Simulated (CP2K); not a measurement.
Runs of CP2K 2026.2 on HfC. It takes space group Fm-3m (No. 225, cubic). Conventional cell: a = 4.650 Å, b = 4.650 Å, c = 4.650 Å, α = 90.00°, β = 90.00°, γ = 90.00°. Around Hf (site symmetry m-3m) lie 6 C at 2.32 Å. C (site symmetry m-3m) has 6 Hf at 2.32 Å as nearest neighbours. 

| level | cutoff radius of the dispersion sum (A) | cutoff of the non-local correlation (Ry) | gap on the mesh (eV) | pressure (GPa) |
| --- | --- | --- | --- | --- |
| PBEsol+D3 | 20 | - | none | (a) |
| PBEsol+rVV10 | - | 300 | none | (b) |
| PBEsol+D4 | 20 | - | none | -8.4 |
| PBEsol | - | - | none | -6.5 |
| PBEsol+D3(BJ) | 20 | - | none | -11.2 |

Alike in all rows: task single point; potentials or basis POTENTIAL_UZH Hf GTH-PBE-q12, C GTH-PBE-q4; TZVP-MOLOPT-PBE-GTH basis; no spin polarisation; cell as given; k mesh 10 × 10 × 10; smearing fermi-dirac 0.05 eV.

Q: Fill in the values left out.

A: (a) -9.8; (b) -6.9.

Caveats: the potentials were made for another functional, which shifts forces and pressure; the basis of atomic orbitals isn't converged, which shifts pressures, moduli and gaps; pairwise dispersion overbinds metals, which lowers pressure and volume (some runs).

A k mesh can miss the band edges, and the runs leave out spin-orbit coupling on Hf.

A gap of «none» marks a metal or a gap under the smearing width.

Runs at the PBE level aren't shown here.
